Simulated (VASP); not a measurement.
# Os (P6_3/mmc) in VASP: notebook, part 2 of 3

VASP 6.6.1. The steps go on from the part before.

## Step 4: Electric field gradients, PBEsol

Contents of INCAR:

```
  ALGO = Normal
  EDIFF = 1E-7
  ENCUT = 500
  GGA = PS
  ISIF = 2
  ISMEAR = -1
  LASPH = T
  LCHARG = F
  LEFG = T
  LREAL = F
  LWAVE = F
  NELM = 60
  PREC = Accurate
  SIGMA = 0.05
```

Contents of KPOINTS:

```
k-points
0
Gamma
  14 14 8
```

Contents of POSCAR:

```
Os
1.0
    2.7341000000      0.0000000000      0.0000000000
   -1.3670500000      2.3678000565      0.0000000000
    0.0000000000      0.0000000000      4.3197000000
Os
2
Direct
    0.3333333333      0.6666666667      0.2500000000
    0.6666666667      0.3333333333      0.7500000000
```

Potentials or basis: VASP PAW PBE potentials, release 64 (Os).

Started as:

```console
$ cat potpaw_PBE.64/Os/POTCAR > POTCAR
$ mpirun -np 1 vasp_std > vasp.out
```

OUTCAR:

```text
EDIFF = 1E-7
   ENCUT = 500
   GGA = PS
   ISIF = 2
   ISMEAR = -1
   LASPH = T
   LREAL = F
   NELM = 60
   PREC = Accurate

 ion  position               nearest neighbor table
   1  0.333  0.667  0.250-   2 2.68   2 2.68   2 2.68   2 2.68   2 2.68   2 2.68
   2  0.667  0.333  0.750-   1 2.68   1 2.68   1 2.68   1 2.68   1 2.68   1 2.68

  LATTYP: Found a hexagonal cell.
 ALAT       =     2.7341000000
 C/A-ratio  =     1.5799348963

  Lattice vectors:

 A1 = (   2.7341000000,   0.0000000000,   0.0000000000)
 A2 = (  -1.3670500000,   2.3678000565,   0.0000000000)
 A3 = (   0.0000000000,   0.0000000000,   4.3197000000)

Analysis of symmetry for initial positions (statically):
=====================================================================
 Subroutine PRICEL returns:
 Original cell was already a primitive cell.

 Routine SETGRP: Setting up the symmetry group for a
[... 552 lines left out ...]
  energy-cutoff  :      500.00
  volume of cell :       27.96
      direct lattice vectors                 reciprocal lattice vectors
     2.734100000  0.000000000  0.000000000     0.365751070  0.211166479  0.000000000
    -1.367050000  2.367800057  0.000000000     0.000000000  0.422332957  0.000000000
     0.000000000  0.000000000  4.319700000     0.000000000  0.000000000  0.231497558

 POSITION                                       TOTAL-FORCE (eV/Angst)
 -----------------------------------------------------------------------------------
     -0.00000      1.57853      1.07993         0.000000      0.000000      0.000000
      1.36705      0.78927      3.23977        -0.000000     -0.000000      0.000000
 -----------------------------------------------------------------------------------
    total drift:                               -0.000000      0.000000     -0.000000

  FREE ENERGIE OF THE ION-ELECTRON SYSTEM (eV)
  ---------------------------------------------------
  free  energy   TOTEN  =       -24.4851981352 eV

  energy  without entropy=      -24.4719418913  energy(sigma->0) =      -24.47857001

 Electric field gradients (V/A^2)
---------------------------------------------------------------------
 ion       V_xx      V_yy      V_zz      V_xy      V_xz      V_yz
---------------------------------------------------------------------
   1      38.704    38.704   -77.408    -0.000     0.000    -0.000
   2      38.704    38.704   -77.408    -0.000    -0.000     0.000
---------------------------------------------------------------------

 Electric field gradients after diagonalization (V/A^2)
 (convention: |V_zz| > |V_xx| > |V_yy|)
----------------------------------------------------------------------
 ion       V_xx      V_yy      V_zz     asymmetry (V_yy - V_xx)/ V_zz
----------------------------------------------------------------------
   1      38.704    38.704   -77.408       0.000
   2      38.704    38.704   -77.408       0.000
----------------------------------------------------------------------

           NMR quadrupolar parameters

 Cq : quadrupolar parameter    Cq=e*Q*V_zz/h
 eta: asymmetry parameters     (V_yy - V_xx)/ V_zz
 Q  : nuclear electric quadrupole moment in mb (millibarn)
----------------------------------------------------------------------
 ion       Cq(MHz)       eta       Q (mb)
----------------------------------------------------------------------
   1      -0.187       0.000       1.000
   2      -0.187       0.000       1.000
----------------------------------------------------------------------
```

OSZICAR:

```text
N       E                     dE             d eps       ncg     rms          rms(c)
DAV:   1     0.993755275529E+02    0.99376E+02   -0.74734E+03  2888   0.124E+03
DAV:   2    -0.190360039420E+02   -0.11841E+03   -0.10699E+03  3108   0.394E+02
DAV:   3    -0.258715405010E+02   -0.68355E+01   -0.61973E+01  3484   0.766E+01
DAV:   4    -0.260411119984E+02   -0.16957E+00   -0.16827E+00  3116   0.120E+01
DAV:   5    -0.260431465980E+02   -0.20346E-02   -0.20334E-02  3336   0.110E+00    0.243E+01
DAV:   6    -0.248398813773E+02    0.12033E+01   -0.13554E+00  3116   0.107E+01    0.109E+01
DAV:   7    -0.244944266272E+02    0.34545E+00   -0.90021E-01  3312   0.861E+00    0.500E-01
DAV:   8    -0.244876281161E+02    0.67985E-02   -0.79569E-03  2944   0.746E-01    0.288E-01
DAV:   9    -0.244851941734E+02    0.24339E-02   -0.15124E-03  3116   0.485E-01    0.618E-02
DAV:  10    -0.244852311661E+02   -0.36993E-04   -0.62286E-05  3200   0.821E-02    0.109E-02
DAV:  11    -0.244851988078E+02    0.32358E-04   -0.83176E-06  2972   0.343E-02    0.960E-04
DAV:  12    -0.244851982049E+02    0.60291E-06   -0.18816E-07  2708   0.467E-03    0.946E-04
DAV:  13    -0.244851981352E+02    0.69622E-07   -0.78258E-09  1520   0.900E-04
   1 F= -.24485198E+02 E0= -.24478570E+02  d E =-.132562E-01
```

It took 12 s on 1 thread of Intel Xeon 6975P-C (Granite Rapids), shared host; peak memory 0.15 GiB.

What came out:

```yaml
Free_energy: -24.4852 eV
Pressure: -2.3 GPa
Band_gap_on_the_k_mesh: none (metal or under the smearing width)
```

Levels at points of the mesh, in eV from the Fermi level:
```tsv
k point	band 6	band 7	band 8	band 9	band 10	band 11
(0.00, 0.00, 0.00)	-2.25	-2.25	-1.59	-1.59	-0.03	1.67
(0.50, 0.00, 0.00)	-2.61	-1.92	2.02	2.58	2.70	4.39
(0.00, 0.00, 0.50)	-3.29	-3.29	-3.29	0.87	0.87	0.87
(0.50, 0.00, 0.50)	-1.24	-0.21	-0.21	2.36	2.36	3.28
```

Electric field gradients, principal values (V/Å²):
```tsv
atom	Vxx	Vyy	Vzz
1 Os	38.704	38.704	-77.408
2 Os	38.704	38.704	-77.408
```

Caveat: the PAW data sets were made with another functional, which shifts forces and pressure a little. Spin-orbit coupling is left out, which matters for the levels of Os.

## Step 5: Electric field gradients, PBEsol

INCAR: that of step 4 with these lines changed.

```diff
@@ -2,3 +2,3 @@
   EDIFF = 1E-7
-  ENCUT = 500
+  ENCUT = 600
   GGA = PS
```

KPOINTS is that of step 4.

POSCAR is that of step 4.

Potentials or basis: VASP PAW PBE potentials, release 64 (Os_pv).

Started as:

```console
$ cat potpaw_PBE.64/Os_pv/POTCAR > POTCAR
$ mpirun -np 1 vasp_std > vasp.out
```

OUTCAR:

```text
EDIFF = 1E-7
   ENCUT = 600
   GGA = PS
   ISIF = 2
   ISMEAR = -1
   LASPH = T
   LREAL = F
   NELM = 60
   PREC = Accurate

 ion  position               nearest neighbor table
   1  0.333  0.667  0.250-   2 2.68   2 2.68   2 2.68   2 2.68   2 2.68   2 2.68
   2  0.667  0.333  0.750-   1 2.68   1 2.68   1 2.68   1 2.68   1 2.68   1 2.68

  LATTYP: Found a hexagonal cell.
 ALAT       =     2.7341000000
 C/A-ratio  =     1.5799348963

  Lattice vectors:

 A1 = (   2.7341000000,   0.0000000000,   0.0000000000)
 A2 = (  -1.3670500000,   2.3678000565,   0.0000000000)
 A3 = (   0.0000000000,   0.0000000000,   4.3197000000)

Analysis of symmetry for initial positions (statically):
=====================================================================
 Subroutine PRICEL returns:
 Original cell was already a primitive cell.

 Routine SETGRP: Setting up the symmetry group for a
 hexagonal supercell.

 Subroutine GETGRP returns: Found 24 space group operations
 (whereof 12 operations were pure point group operations)
 out of a pool of 24 trial point group operations.

The static configuration has the point symmetry D_3d.
 The point group associated with its full space group is D_6h.

Analysis of symmetry for dynamics (positions and initial velocities):
=====================================================================
 Subroutine PRICEL returns:
 Original cell was already a primitive cell.

 Routine SETGRP: Setting up the symmetry group for a
 hexagonal supercell.

 Subroutine GETGRP returns: Found 24 space group operations
 (whereof 12 operations were pure point group operations)
 out of a pool of 24 trial point group operations.

The dynamic configuration has the point symmetry D_3d.
 The point group associated with its full space group is D_6h.

 Subroutine INISYM returns: Found 24 space group operations
 (whereof 12 operations are pure point group operations),
 and found     1 'primitive' translations

----------------------------------------------------------------------------------------

                                     Primitive cell

  volume of cell :      27.9649

  direct lattice vectors                    reciprocal lattice vectors
     2.734100000  0.000000000  0.000000000     0.365751070  0.211166479  0.000000000
    -1.367050000  2.367800057  0.000000000     0.000000000  0.422332957  0.000000000
     0.000000000  0.000000000  4.319700000     0.000000000  0.000000000  0.231497558

  length of vectors
     2.734100000  2.734100000  4.319700000     0.422332957  0.422332957  0.231497558

  position of ions in fractional coordinates (direct lattice)
     0.333333333  0.666666667  0.250000000
     0.666666667  0.333333333  0.750000000

  ion indices of the primitive-cell ions
   primitive index   ion index
                 1           1
                 2           2

----------------------------------------------------------------------------------------

 KPOINTS: k-points

Automatic generation of k-mesh.
[... 74 lines left out ...]
   POTIM  = 0.5000    time-step for ionic-motion
   TEBEG  =    0.0;   TEEND  =   0.0 temperature during run
   PSTRESS=    0.0 pullay stress
   NELECT =      28.0000    total number of electrons
   NUPDOWN=      -1.0000    fix difference up-down
   EMIN   =  10.00;   EMAX   =-10.00  energy-range for DOS
   EFERMI =   0.00;   METHOD = LEGACY
   ISMEAR =    -1;   SIGMA  =   0.05  broadening in eV -4-tet -1-fermi 0-gaus
   EFERMI_NEDOS =   21; number of points for ismear=-14 and -15
   IALGO  =     38    algorithm
   IMIX   =      4    mixing-type and parameters
     AMIX     =   0.40;   BMIX     =  1.00
     AMIX_MAG =   1.60;   BMIX_MAG =  1.00
  volume/ion in A,a.u.               =      13.98        94.36
  Fermi-wavevector in a.u.,A,eV,Ry     =   1.637784  3.094962 36.495383  2.682335
  Thomas-Fermi vector in A             =   2.728866
   LORBIT       =      0    0 simple, 1 ext, 2 COOP (PROOUT), +10 PAW based schemes
   GGA     = PS    functional components
   LHFCALC =     F    Hartree Fock is set to
   AEXX    =    0.0000 exact exchange contribution
   IVDW    =     0    specifies the selected vdW correction
   LEPSILON=     F    determine dielectric tensor
   LRPA    =     F    only Hartree local field effects (RPA)
 non-spin polarized calculation
  energy-cutoff  :      600.00
  volume of cell :       27.96
 maximum number of plane-waves:       965
 NGX is ok and might be reduce to    24
   NGX = 11   NGY = 11   NGZ = 17

 number of electron      27.9999994 magnetization

 Free energy of the ion-electron system (eV)
  ---------------------------------------------------
  ext. energy  EPLUGINS =         0.00000000
  ---------------------------------------------------
  free energy    TOTEN  =       -24.43227893 eV

  energy without entropy =      -24.41904782  energy(sigma->0) =      -24.42566337

 E-fermi :   8.9638     XC(G=0): -14.5408

 val. band max:        8.9533169128   @ k =   0.4286  -0.0000   0.3750
 cond. band min:       8.9651001128   @ k =   0.1429   0.0714   0.3750
 fundamental gap:      0.0117832000
 Fermi energy:         8.9638051390

 k-point     1 :       0.0000    0.0000    0.0000
  band No.  band energies     occupation
      1     -37.7520      2.00000
      2     -36.8136      2.00000
      3     -36.8136      2.00000
      4     -36.6353      2.00000
      5     -36.6353      2.00000
      6     -36.5858      2.00000
[... 481 lines left out ...]
      5     -37.0339      2.00000
      6     -37.0186      2.00000
[... 10 lines left out ...]
     17      14.2953      0.00000
     18      14.3277      0.00000

 [... further k-points ...]

------------------------ aborting loop because EDIFF is reached ----------------------------------------

  FORCE on cell =-STRESS in cart. coord.  units (eV):
  Direction    XX          YY          ZZ          XY          YZ          ZX
  --------------------------------------------------------------------------------------
  -------------------------------------------------------------------------------------
  Total        0.0806778      0.0806778     -0.0443319      0.0000000     -0.0000000      0.0000000
  in kB        4.6222333      4.6222333     -2.5398815      0.0000000     -0.0000000      0.0000000
  external PRESSURE =       2.2348617 kB  Pullay stress =       0.0000000 kB

 VOLUME and BASIS-vectors are now :
 -----------------------------------------------------------------------------
  energy-cutoff  :      600.00
  volume of cell :       27.96
      direct lattice vectors                 reciprocal lattice vectors
     2.734100000  0.000000000  0.000000000     0.365751070  0.211166479  0.000000000
    -1.367050000  2.367800057  0.000000000     0.000000000  0.422332957  0.000000000
     0.000000000  0.000000000  4.319700000     0.000000000  0.000000000  0.231497558

 POSITION                                       TOTAL-FORCE (eV/Angst)
 -----------------------------------------------------------------------------------
     -0.00000      1.57853      1.07993         0.000000     -0.000000      0.000000
      1.36705      0.78927      3.23977        -0.000000      0.000000      0.000000
 -----------------------------------------------------------------------------------
    total drift:                               -0.000000      0.000000     -0.000000

  FREE ENERGIE OF THE ION-ELECTRON SYSTEM (eV)
  ---------------------------------------------------
  free  energy   TOTEN  =       -24.4322789268 eV

  energy  without entropy=      -24.4190478219  energy(sigma->0) =      -24.42566337

 Electric field gradients (V/A^2)
---------------------------------------------------------------------
 ion       V_xx      V_yy      V_zz      V_xy      V_xz      V_yz
---------------------------------------------------------------------
   1      29.034    29.034   -58.067     0.000     0.000    -0.000
   2      29.034    29.034   -58.067     0.000    -0.000     0.000
---------------------------------------------------------------------

 Electric field gradients after diagonalization (V/A^2)
 (convention: |V_zz| > |V_xx| > |V_yy|)
----------------------------------------------------------------------
 ion       V_xx      V_yy      V_zz     asymmetry (V_yy - V_xx)/ V_zz
----------------------------------------------------------------------
   1      29.034    29.033   -58.067       0.000
   2      29.034    29.033   -58.067       0.000
----------------------------------------------------------------------

           NMR quadrupolar parameters

 Cq : quadrupolar parameter    Cq=e*Q*V_zz/h
 eta: asymmetry parameters     (V_yy - V_xx)/ V_zz
 Q  : nuclear electric quadrupole moment in mb (millibarn)
----------------------------------------------------------------------
 ion       Cq(MHz)       eta       Q (mb)
----------------------------------------------------------------------
   1      -0.140       0.000       1.000
   2      -0.140       0.000       1.000
----------------------------------------------------------------------
```

stdout:

```text
POSCAR found type information on POSCAR Os
 POSCAR found :  1 types and       2 ions
 scaLAPACK will be used
 -----------------------------------------------------------------------------
|                                                                             |
|                                                                             |
|     You enforced a specific xc type in the INCAR file but a different       |
|     I HOPE YOU KNOW WHAT YOU ARE DOING!                                     |
|                                                                             |
 -----------------------------------------------------------------------------

 LDA part: xc-table for (Slater+PW92), standard interpolation
 POSCAR, INCAR and KPOINTS ok, starting setup
 FFT: planning ... GRIDC
 FFT: planning ... GRID_SOFT
 FFT: planning ... GRID
 WAVECAR not read
 entering main loop
ion   1

ion   2
```

Wall time 22 s (1 thread of Intel Xeon 6975P-C (Granite Rapids), shared host); peak memory 0.19 GiB.

What came out:

```yaml
Free_energy: -24.4323 eV
Pressure: 0.2 GPa
Band_gap_on_the_k_mesh: none (metal or under the smearing width)
```

Levels at points of the mesh, in eV from the Fermi level:
```tsv
k point	band 11	band 12	band 13	band 14	band 15	band 16	band 17	band 18
(0.00, 0.00, 0.00)	-2.85	-2.25	-2.25	-1.60	-1.60	-0.03	1.67	1.67
(0.50, 0.00, 0.00)	-2.97	-2.62	-1.92	2.02	2.59	2.71	4.41	5.70
(0.00, 0.00, 0.50)	-3.29	-3.29	-3.29	-3.29	0.87	0.87	0.87	0.87
(0.50, 0.00, 0.50)	-1.24	-1.24	-0.21	-0.21	2.36	2.36	3.29	3.29
```

Electric field gradients, principal values (V/Å²):
```tsv
atom	Vxx	Vyy	Vzz
1 Os	29.033	29.034	-58.067
2 Os	29.033	29.034	-58.067
```

Caveat: the PAW data sets were made with another functional, which shifts forces and pressure a little. Spin-orbit coupling is left out, which matters for the levels of Os.

(Part 2 of 3 ends here.)
